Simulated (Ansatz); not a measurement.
Computed with DFT PBE, scalar-relativistic, plane waves, PAW in Ansatz 0.2.0. Settings: cutoff 420 eV, Γ-centred meshes spaced at most about 0.3 Å⁻¹, and about 0.25 Å⁻¹ or finer for metals (2π included), Gaussian smearing. No spin polarisation.

All energies are static (0 K, no zero-point motion).

Question: Which of these relaxed structures of Ta₄H₃ is the lowest in energy?
1.

```
CELL_PARAMETERS angstrom
4.09294 0.00000 0.00000
0.00000 4.09294 0.00000
0.00000 0.00000 4.94584
ATOMIC_POSITIONS crystal
Ta 0.25494 0.25494 0.25783
Ta 0.74506 0.74506 0.25783
Ta 0.74506 0.25494 0.74217
Ta 0.25494 0.74506 0.74217
H 0.00000 0.00000 0.00000
H 0.00000 0.00000 0.50000
H 0.50000 0.50000 0.00000
```

2.

```
CELL_PARAMETERS angstrom
3.34205 0.00000 0.00000
0.00000 3.34205 0.00000
0.00000 0.00000 7.26155
ATOMIC_POSITIONS crystal
Ta 0.50000 0.50000 0.50000
Ta 0.00000 0.00000 0.25337
Ta 0.00000 0.00000 0.74663
Ta 0.50000 0.50000 0.00000
H 0.00000 0.50000 0.62501
H 0.50000 0.00000 0.37499
H 0.00000 0.00000 0.00000
```

3.

```
CELL_PARAMETERS angstrom
-3.42777 3.42777 3.42777
3.42777 -3.42777 3.42777
3.42777 3.42777 -3.42777
ATOMIC_POSITIONS crystal
Ta 0.00247 0.00247 0.00247
Ta 0.50000 0.00000 0.99753
Ta 0.99753 0.50000 0.00000
Ta 0.00000 0.99753 0.50000
Ta 0.00000 0.49753 0.50000
Ta 0.50000 0.00000 0.49753
Ta 0.49753 0.50000 0.00000
Ta 0.50247 0.50247 0.50247
H 0.12500 0.75000 0.87500
H 0.75000 0.87500 0.12500
H 0.87500 0.12500 0.75000
H 0.62500 0.37500 0.25000
H 0.25000 0.62500 0.37500
H 0.37500 0.25000 0.62500
```

Answer: 3. The next of these, cell 2, lies 76 meV/atom higher. Forms: cell 3 I-43d; cell 2 P-4m2; cell 1 P-42m. Counting H atoms around Ta (those within 1.25 times the shortest such distance or 1.15 times the sum of covalent radii; a slash parts the counts of unlike sites): cell 3 has Ta 3; cell 2 has Ta 3/4; cell 1 has Ta 3. All come from invented guesses. The lowest form computed isn't among them: it has space group P222 (No. 16), 11.5 Å³/atom and lies 19 meV/atom below the best shown.

The k mesh leaves some 4 meV/atom of noise in the energy of each metallic cell. Spin–orbit coupling, which can matter for Ta, is left out. With hydrogen, zero-point motion can shift such differences by 10 meV/atom or more. Cells relaxed within their symmetry can be saddle points. Some candidate types were left out of the draw beforehand, so a known form may be missing.
